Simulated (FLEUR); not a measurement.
# CuO (Tenorite) (Cc) in FLEUR: further runs

One crystal, CuO (Tenorite), is run at these levels: LDA; tasks: band structure, equation of state.

Program: FLEUR MaX-R8.1 (later development tree). These are calculated values, not measurements. Logs are shortened: lines on timing, memory, paths and dates and some standing lists are left out, and cuts for length are marked.

### Step 1. Starting point

The structure is monoclinic, space group Cc (No. 9). The conventional cell has a = 4.689 Å, b = 3.427 Å, c = 5.132 Å, α = 90.00°, β = 99.65°, γ = 90.00°. Cu (site symmetry 1) is surrounded by 4 O at 1.91 to 2.02 Å. O (site symmetry 1) has 4 Cu at 1.91 to 2.02 Å as nearest neighbours.

### Step 2. Band structure, LDA

Input file inp.xml:

```xml
<?xml version="1.0" encoding="UTF-8" standalone="no"?>
<fleurInput fleurInputVersion="0.39">
   <comment>
      CuO                                                                                                 
   </comment>
   <calculationSetup>
      <cutoffs Kmax="5.19" Gmax="16.1" GmaxXC="16.1" numbands="0"/>
      <scfLoop itmax="60" minDistance="0.00001" maxIterBroyd="15" imix="Anderson" alpha="0.05" precondParam="0.0" spinf="2.0" sdNocoIR="T"/>
      <coreElectrons ctail="T" frcor="F" kcrel="0" coretail_lmax="0"/>
      <xcFunctional name="vwn" relativisticCorrections="F"/>
      <magnetism jspins="1"/>
      <soc l_soc="F" theta="0.0" phi="0.0" spav="F"/>
      <expertModes spex="0" secvar="F"/>
      <geometryOptimization l_f="F" forcealpha="1.0" forcemix="BFGS" epsdisp="0.00001" epsforce="0.00001"/>
      <ldaU l_linMix="F" mixParam="0.05" spinf="1.0"/>
   </calculationSetup>
   <cell>
      <bzIntegration valenceElectrons="50.0" mode="hist" fermiSmearingEnergy="0.00183747">
         <kPointListSelection listName="default-1"/>
         <!-- k-points included here -->
         <xi:include xmlns:xi="http://www.w3.org/2001/XInclude" href="kpts.xml"> </xi:include>
      </bzIntegration>
      <!-- symmetry operations included here -->
[... 33 lines left out ...]
         </electronConfig>
         <energyParameters s="2" p="2" d="3" f="4"/>
         <lo type="SCLO" l="0" n="2" eDeriv="2"/>
         <lo type="SCLO" l="1" n="2" eDeriv="2"/>
         <lo type="SCLO" l="2" n="3" eDeriv="2"/>
      </species>
   </atomSpecies>
   <atomGroups>
      <atomGroup species="Copper (Cu)">
         <relPos label="                   1">.4968000000 .0032000000 1.000/2.000</relPos>
         <relPos label="                   2">.0032000000 .4968000000 .0000000000</relPos>
         <force calculate="T" relaxXYZ="TTT"/>
      </atomGroup>
      <atomGroup species="Oxygen (O)">
         <relPos label="                   3">.4056000000 -.4286000000 -.2463000000</relPos>
         <relPos label="                   4">-.4286000000 .4056000000 .2537000000</relPos>
         <force calculate="T" relaxXYZ="TTT"/>
      </atomGroup>
   </atomGroups>
   <output dos="F" band="F" slice="F">
      <checks vchk="F" cdinf="F"/>
      <bandDOS minEnergy="-.5*Htr" maxEnergy="0.5*Htr" sigma="0.015" storeEVData="T"/>
      <vacuumDOS vacdos="F" integ="F" star="F" nstars="0" locx1="0.0" locy1="0.0" locx2="0.0" locy2="0.0" nstm="0" tworkf="0.0"/>
      <unfoldingBand unfoldBand="F" supercellX="1" supercellY="1" supercellZ="1"/>
      <plotting iplot="0" polar="F">
         <plot TwoD="T" vec1="  1.0  0.0  0.0" vec2="  0.0  1.0  0.0" vec3="  0.0  0.0  1.0" zero="  0.0  0.0  0.0" file="plot"/>
      </plotting>
      <chargeDensitySlicing numkpt="0" minEigenval="0.0" maxEigenval="0.0" nnne="0" pallst="F"/>
      <specialOutput eonly="F"/>
      <moessbauerParams electricFieldGradient="T" isomerShift="T" coreHyperfine="T" valenceHyperfine="T"/>
      <magneticCircularDichroism mcd="F" energyLo="-10.0" energyUp="0.0"/>
   </output>
  <!-- We include the file relax.xml here to enable relaxations (see documentation) -->
  <xi:include xmlns:xi="http://www.w3.org/2001/XInclude" href="relax.xml"> <xi:fallback/> </xi:include>
</fleurInput>
```

Input file crystal.txt:

```
CuO
&input cartesian=F /
2.3446500000  -1.7134000000  0.0000000000
2.3446500000  1.7134000000  0.0000000000
-0.8605543552  0.0000000000  5.0594363927
1.8897261246
1.0 1.0 1.0

4
29 0.4968000000  0.0032000000  0.5000000000
29 0.0032000000  0.4968000000  0.0000000000
8 0.4056000000  0.5714000000  0.7537000000
8 0.5714000000  0.4056000000  0.2537000000

&kpt div1=10 div2=10 div3=5 gamma=T /
```

Input file inp.xml (bands):

```
<?xml version="1.0" encoding="UTF-8" standalone="no"?>
<fleurInput fleurInputVersion="0.39">
   <comment>
      CuO                                                                                                 
   </comment>
   <calculationSetup>
      <cutoffs Kmax="5.19" Gmax="16.1" GmaxXC="16.1" numbands="0"/>
      <scfLoop itmax="60" minDistance="0.00001" maxIterBroyd="15" imix="Anderson" alpha="0.05" precondParam="0.0" spinf="2.0" sdNocoIR="T"/>
      <coreElectrons ctail="T" frcor="F" kcrel="0" coretail_lmax="0"/>
      <xcFunctional name="vwn" relativisticCorrections="F"/>
      <magnetism jspins="1"/>
      <soc l_soc="F" theta="0.0" phi="0.0" spav="F"/>
      <expertModes spex="0" secvar="F"/>
      <geometryOptimization l_f="F" forcealpha="1.0" forcemix="BFGS" epsdisp="0.00001" epsforce="0.00001"/>
      <ldaU l_linMix="F" mixParam="0.05" spinf="1.0"/>
   </calculationSetup>
   <cell>
      <bzIntegration valenceElectrons="50.0" mode="hist" fermiSmearingEnergy="0.00183747">
         <kPointListSelection listName="path-1"/>
         <!-- k-points included here -->
         <xi:include xmlns:xi="http://www.w3.org/2001/XInclude" href="kpts.xml"> </xi:include>
      </bzIntegration>
      <!-- symmetry operations included here -->
      <xi:include xmlns:xi="http://www.w3.org/2001/XInclude" href="sym.xml"> </xi:include>
[... 32 lines left out ...]
         </electronConfig>
         <energyParameters s="2" p="2" d="3" f="4"/>
         <lo type="SCLO" l="0" n="2" eDeriv="2"/>
         <lo type="SCLO" l="1" n="2" eDeriv="2"/>
         <lo type="SCLO" l="2" n="3" eDeriv="2"/>
      </species>
   </atomSpecies>
   <atomGroups>
      <atomGroup species="Copper (Cu)">
         <relPos label="                   1">.4968000000 .0032000000 1.000/2.000</relPos>
         <relPos label="                   2">.0032000000 .4968000000 .0000000000</relPos>
         <force calculate="T" relaxXYZ="TTT"/>
      </atomGroup>
      <atomGroup species="Oxygen (O)">
         <relPos label="                   3">.4056000000 -.4286000000 -.2463000000</relPos>
         <relPos label="                   4">-.4286000000 .4056000000 .2537000000</relPos>
         <force calculate="T" relaxXYZ="TTT"/>
      </atomGroup>
   </atomGroups>
   <output dos="F" band="T" slice="F">
      <checks vchk="F" cdinf="F"/>
      <bandDOS minEnergy="-.5*Htr" maxEnergy="0.5*Htr" sigma="0.015" storeEVData="T"/>
      <vacuumDOS vacdos="F" integ="F" star="F" nstars="0" locx1="0.0" locy1="0.0" locx2="0.0" locy2="0.0" nstm="0" tworkf="0.0"/>
      <unfoldingBand unfoldBand="F" supercellX="1" supercellY="1" supercellZ="1"/>
      <plotting iplot="0" polar="F">
         <plot TwoD="T" vec1="  1.0  0.0  0.0" vec2="  0.0  1.0  0.0" vec3="  0.0  0.0  1.0" zero="  0.0  0.0  0.0" file="plot"/>
      </plotting>
      <chargeDensitySlicing numkpt="0" minEigenval="0.0" maxEigenval="0.0" nnne="0" pallst="F"/>
      <specialOutput eonly="F"/>
      <moessbauerParams electricFieldGradient="T" isomerShift="T" coreHyperfine="T" valenceHyperfine="T"/>
      <magneticCircularDichroism mcd="F" energyLo="-10.0" energyUp="0.0"/>
   </output>
  <!-- We include the file relax.xml here to enable relaxations (see documentation) -->
  <xi:include xmlns:xi="http://www.w3.org/2001/XInclude" href="relax.xml"> <xi:fallback/> </xi:include>
</fleurInput>
```

Potentials or basis: all-electron, FLAPW.

The run is started by

```bash
> inpgen -f crystal.txt -profile fastHighL
> # inp.xml edited to the form shown
> fleur_MPI
> fleur_MPI   # second run, on inp.xml (bands)
```

Output:

```text
Welcome to FLEUR        (www.flapw.de)
      MaX-Release 8.1          (www.max-centre.eu)

 ========== k-point set info ==========
 Selected k-point list: default-1
 k-point list type: mesh
 10 x 10 x 5
 Number of k points: 141

 ------------Calculation Setup---------------------------
 Number of MPI-tasks      :            1
 Number of PE/node        :            1
 Number of OMP-threads    :            1
 Most efficient MPI parallelization for:
           1           3          47         141
 Additional eigenvalue parallelization possible
 Number of basis functions:          802
 Approximate size of matrices (H+S) per k-point:         0.019 GB
 --------------------------------------------------------
 Iteration:     1   Distance:      49.03694090 me/bohr^3
 Iteration:     2   Distance:      37.28777987 me/bohr^3
 Iteration:     3   Distance:      15.48685045 me/bohr^3
 Iteration:     4   Distance:      12.29410784 me/bohr^3
 Iteration:     5   Distance:       5.70225300 me/bohr^3
 Iteration:     6   Distance:       2.81455044 me/bohr^3
 Iteration:     7   Distance:       1.06210707 me/bohr^3
 Iteration:     8   Distance:       0.12931121 me/bohr^3
 Iteration:     9   Distance:       0.08640649 me/bohr^3
 Iteration:    10   Distance:       0.00952136 me/bohr^3
 Iteration:    11   Distance:       0.01062784 me/bohr^3
 Iteration:    12   Distance:       0.00137229 me/bohr^3
 Iteration:    13   Distance:       0.00094546 me/bohr^3
 Iteration:    14   Distance:       0.00033691 me/bohr^3
 Iteration:    15   Distance:       0.00002673 me/bohr^3
 Iteration:    16   Distance:       0.00002352 me/bohr^3
 Iteration:    17   Distance:       0.00001546 me/bohr^3
 Iteration:    18   Distance:       0.00000557 me/bohr^3

 ********************************************************************
 Run finished successfully
 Stop message:
   all done
 ********************************************************************
```

Run time: 20 min. Hardware: 1 thread of Arm Neoverse V2, shared host; peak memory 0.19 GiB.

Results:

| Quantity | Value |
| --- | --- |
| Free energy | -94003.1405 eV |
| Band gap along the path | none (metal or under the smearing width) |
| Valence electrons inside the program's atomic spheres | Cu 17.04; O 4.60 (radii Cu 1.89, O 1.45 bohr) |

Levels at the corners of the path, in eV from the Fermi level:
```csv
point,band 21,band 22,band 23,band 24,band 25,band 26,band 27,band 28,band 29,band 30
Γ,-2.31,-2.20,-2.12,-1.62,0.23,0.92,1.68,5.93,8.02,13.12
Y,-2.11,-2.11,-1.68,-1.20,-0.63,1.07,3.24,6.85,8.40,9.81
F,-1.88,-1.82,-1.33,-1.31,-0.65,0.19,4.13,6.01,8.53,9.32
L,-1.63,-1.63,-1.28,-1.28,-0.42,-0.42,5.09,5.09,8.82,8.82
I,-1.78,-1.78,-1.47,-1.47,-0.29,-0.29,5.73,5.73,8.90,8.90
I1,-1.78,-1.78,-1.47,-1.47,-0.29,-0.29,5.73,5.73,8.90,8.90
Z,-2.21,-2.21,-1.45,-1.45,0.24,0.24,3.87,3.87,11.51,11.51
F1,-1.88,-1.82,-1.33,-1.31,-0.65,0.19,4.13,6.01,8.53,9.32
Y,-2.11,-2.11,-1.68,-1.20,-0.63,1.07,3.24,6.85,8.40,9.81
X1,-2.04,-1.97,-1.39,-1.34,-1.27,0.89,4.77,7.04,7.49,9.67
X,-2.04,-1.97,-1.39,-1.34,-1.27,0.89,4.77,7.04,7.49,9.67
Γ,-2.31,-2.20,-2.12,-1.62,0.23,0.92,1.68,5.93,8.02,13.12
N,-2.01,-1.57,-1.47,-1.38,-0.04,0.28,4.73,6.18,6.83,10.92
M,-2.17,-2.12,-1.72,-1.58,-0.09,0.74,5.01,6.38,7.95,8.38
Γ,-2.31,-2.20,-2.12,-1.62,0.23,0.92,1.68,5.93,8.02,13.12
```

Core levels (eV from the Fermi level):
```
atom                                                    levels
1 Cu  1s1/2 -8828.7, 2s1/2 -1057.9, 2p1/2 -927.6, 2p3/2 -907.2
2 Cu  1s1/2 -8828.7, 2s1/2 -1057.9, 2p1/2 -927.6, 2p3/2 -907.2
 3 O                                              1s1/2 -502.7
 4 O                                              1s1/2 -502.7
```

Caveat: the run has no spin polarisation, though such a crystal can be magnetic; semilocal functionals often make such compounds metallic where correlation or magnetic order opens a gap, which also shifts bond lengths.

### Step 3. Equation of state, LDA, 9.55 Å³/atom (volume scaled by 0.94)

Changes to inp.xml since step 2:

```diff
@@ -6,3 +6,3 @@
    <calculationSetup>
-      <cutoffs Kmax="5.19" Gmax="16.1" GmaxXC="16.1" numbands="0"/>
+      <cutoffs Kmax="5.36" Gmax="16.6" GmaxXC="16.6" numbands="0"/>
       <scfLoop itmax="60" minDistance="0.00001" maxIterBroyd="15" imix="Anderson" alpha="0.05" precondParam="0.0" spinf="2.0" sdNocoIR="T"/>
@@ -24,3 +24,3 @@
       <xi:include xmlns:xi="http://www.w3.org/2001/XInclude" href="sym.xml"> </xi:include>
-      <bulkLattice scale="1.0">
+      <bulkLattice scale="0.9795861087">
          <bravaisMatrix>
@@ -34,3 +34,3 @@
       <species name="Copper (Cu)" element="Cu" atomicNumber="29">
-         <mtSphere radius="1.89" gridPoints="625" logIncrement="0.019"/>
+         <mtSphere radius="1.83" gridPoints="625" logIncrement="0.019"/>
          <atomicCutoffs lmax="8" lnonsphr="8"/>
@@ -49,3 +49,3 @@
       <species name="Oxygen (O)" element="O" atomicNumber="8">
-         <mtSphere radius="1.45" gridPoints="481" logIncrement="0.022"/>
+         <mtSphere radius="1.4" gridPoints="481" logIncrement="0.022"/>
          <atomicCutoffs lmax="8" lnonsphr="8"/>
```

Potentials or basis: all-electron, FLAPW.

The run is started by

```bash
> inpgen -f crystal.txt -profile fastHighL
> # inp.xml edited to the form shown
> fleur_MPI
```

Output:

```text
Welcome to FLEUR        (www.flapw.de)
      MaX-Release 8.1          (www.max-centre.eu)

 ========== k-point set info ==========
 Selected k-point list: default-1
 k-point list type: mesh
 10 x 10 x 5
 Number of k points: 141

 ------------Calculation Setup---------------------------
 Number of MPI-tasks      :            1
 Number of PE/node        :            1
 Number of OMP-threads    :            1
 Most efficient MPI parallelization for:
           1           3          47         141
 Additional eigenvalue parallelization possible
 Number of basis functions:          827
 Approximate size of matrices (H+S) per k-point:         0.020 GB
 --------------------------------------------------------
 Iteration:     1   Distance:      50.07892766 me/bohr^3
 Iteration:     2   Distance:      38.36069253 me/bohr^3
 Iteration:     3   Distance:      15.99356816 me/bohr^3
 Iteration:     4   Distance:      12.38251538 me/bohr^3
 Iteration:     5   Distance:       5.90729202 me/bohr^3
 Iteration:     6   Distance:       2.27502795 me/bohr^3
 Iteration:     7   Distance:       0.96510024 me/bohr^3
 Iteration:     8   Distance:       0.11960505 me/bohr^3
 Iteration:     9   Distance:       0.08319827 me/bohr^3
 Iteration:    10   Distance:       0.00880070 me/bohr^3
 Iteration:    11   Distance:       0.01086587 me/bohr^3
 Iteration:    12   Distance:       0.00163999 me/bohr^3
 Iteration:    13   Distance:       0.00066005 me/bohr^3
 Iteration:    14   Distance:       0.00030138 me/bohr^3
 Iteration:    15   Distance:       0.00001942 me/bohr^3
 Iteration:    16   Distance:       0.00001791 me/bohr^3
 Iteration:    17   Distance:       0.00001026 me/bohr^3
 Iteration:    18   Distance:       0.00000395 me/bohr^3

 ********************************************************************
 Run finished successfully
 Stop message:
   all done
 ********************************************************************
```

Wall time 20 min (1 thread of Arm Neoverse V2, shared host); peak memory 0.2 GiB.

Results:

| Item | Value |
| --- | --- |
| Free energy | -94003.1984 eV |
| Band gap on the k mesh | none (metal or under the smearing width) |
| Valence electrons inside the program's atomic spheres | Cu 16.92; O 4.45 (radii Cu 1.83, O 1.4 bohr) |

Caveat: the run has no spin polarisation, though such a crystal can be magnetic; semilocal functionals often make such compounds metallic where correlation or magnetic order opens a gap, which also shifts bond lengths.

### Step 4. Equation of state, LDA, 9.76 Å³/atom (volume scaled by 0.96)

Changes to inp.xml since step 3:

```diff
@@ -24,3 +24,3 @@
       <xi:include xmlns:xi="http://www.w3.org/2001/XInclude" href="sym.xml"> </xi:include>
-      <bulkLattice scale="0.9795861087">
+      <bulkLattice scale="0.9864848297">
          <bravaisMatrix>
```

The run is started by

```bash
> inpgen -f crystal.txt -profile fastHighL
> # inp.xml edited to the form shown
> fleur_MPI
```

It took 22 min on 1 thread of Arm Neoverse V2, shared host; peak memory 0.2 GiB.

It converged, with:

| Quantity | Value |
| --- | --- |
| Free energy | -94003.1977 eV |
| Band gap on the k mesh | none (metal or under the smearing width) |
| Valence electrons inside the program's atomic spheres | Cu 16.91; O 4.44 (radii Cu 1.83, O 1.4 bohr) |

Caveat: the run has no spin polarisation, though such a crystal can be magnetic; semilocal functionals often make such compounds metallic where correlation or magnetic order opens a gap, which also shifts bond lengths.

### Step 5. Equation of state, LDA, 10.16 Å³/atom

Changes to inp.xml since step 4:

```diff
@@ -24,3 +24,3 @@
       <xi:include xmlns:xi="http://www.w3.org/2001/XInclude" href="sym.xml"> </xi:include>
-      <bulkLattice scale="0.9864848297">
+      <bulkLattice scale="1.0000000000">
          <bravaisMatrix>
```

The run is started by

```bash
> inpgen -f crystal.txt -profile fastHighL
> # inp.xml edited to the form shown
> fleur_MPI
```

Run time: 23 min. Hardware: 1 thread of Arm Neoverse V2, shared host; peak memory 0.2 GiB.

It converged, with:

| Property | Result |
| --- | --- |
| Free energy | -94003.1361 eV |
| Band gap on the k mesh | none (metal or under the smearing width) |
| Valence electrons inside the program's atomic spheres | Cu 16.89; O 4.42 (radii Cu 1.83, O 1.4 bohr) |

Caveat: the run has no spin polarisation, though such a crystal can be magnetic; semilocal functionals often make such compounds metallic where correlation or magnetic order opens a gap, which also shifts bond lengths.

### Step 6. Equation of state, LDA, 10.57 Å³/atom (volume scaled by 1.04)

Changes to inp.xml since step 5:

```diff
@@ -24,3 +24,3 @@
       <xi:include xmlns:xi="http://www.w3.org/2001/XInclude" href="sym.xml"> </xi:include>
-      <bulkLattice scale="1.0000000000">
+      <bulkLattice scale="1.0131594038">
          <bravaisMatrix>
```

Potentials or basis: all-electron, FLAPW.

The run is started by

```bash
> inpgen -f crystal.txt -profile fastHighL
> # inp.xml edited to the form shown
> fleur_MPI
```

Wall time 25 min (1 thread of Arm Neoverse V2, shared host); peak memory 0.2 GiB.

Results (log left out):

```yaml
Free_energy: -94003.0086 eV
Band_gap_on_the_k_mesh: none (metal or under the smearing width)
Valence_electrons_inside_the_program's_atomic_spheres: Cu 16.87; O 4.40 (radii Cu 1.83, O 1.4 bohr)
```

Caveat: the run has no spin polarisation, though such a crystal can be magnetic; semilocal functionals often make such compounds metallic where correlation or magnetic order opens a gap, which also shifts bond lengths.
